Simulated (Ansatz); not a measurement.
Stiffness of compounds in space group Fd-3m

The calculation used Ansatz 0.2.0, DFT, PBE, all-electron LAPW, scalar-relativistic.

All compounds have space group Fd-3m with 2 atoms in the primitive cell. V0, B0 and B0′ come from third-order Birch–Murnaghan fits to pressures at five volumes, with shape and internal coordinates held; prototypes and MP cells needn't be known phases. No run is spin-polarised.

Spin–orbit coupling is left out, though it moves levels of the heavy atoms by tenths of an eV or more.

Al: Al 8b (0.000 0.000 0.500); diamond type, relaxed by us; 9×9×9 mesh, smearing 0.08 eV; no spin
S: S 8b (0.000 0.000 0.500); diamond type, relaxed by us; 12×12×12 mesh, smearing 0.05 eV; no spin
Ta: Ta 8b (0.000 0.000 0.500); diamond type, relaxed by us; 9×9×9 mesh, smearing 0.03 eV; no spin
F: F 8b (0.000 0.000 0.500); diamond type, relaxed by us; 16×16×16 mesh, smearing 0.05 eV; no spin
La: La 8b (0.000 0.000 0.500); diamond type, relaxed by us; 10×10×10 mesh, smearing 0.03 eV; no spin
Ru: Ru 8b (0.000 0.000 0.500); diamond type, relaxed by us; 10×10×10 mesh, smearing 0.03 eV; no spin

```json
{"compound": "Al", "V0 (Å³/atom)": "27.61", "B0 (GPa)": "37", "B0′": "4.2"}
{"compound": "S", "V0 (Å³/atom)": "24.30", "B0 (GPa)": "44", "B0′": "3.2"}
{"compound": "Ta", "V0 (Å³/atom)": "28.43", "B0 (GPa)": "?", "B0′": "2.8"}
{"compound": "F", "V0 (Å³/atom)": "?", "B0 (GPa)": "39", "B0′": "5.4"}
{"compound": "La", "V0 (Å³/atom)": "37.25", "B0 (GPa)": "44", "B0′": "6.1"}
{"compound": "Ru", "V0 (Å³/atom)": "20.28", "B0 (GPa)": "?", "B0′": "4.7"}
```

Problem. Fill in "V0 (Å³/atom)" for the row "F".

Solution. 14.46.

Problem. What belongs in the row "Ta", column "B0 (GPa)"?

Solution. 70.

Problem. Fill in "B0 (GPa)" for the row "Ru".

Solution. 164.
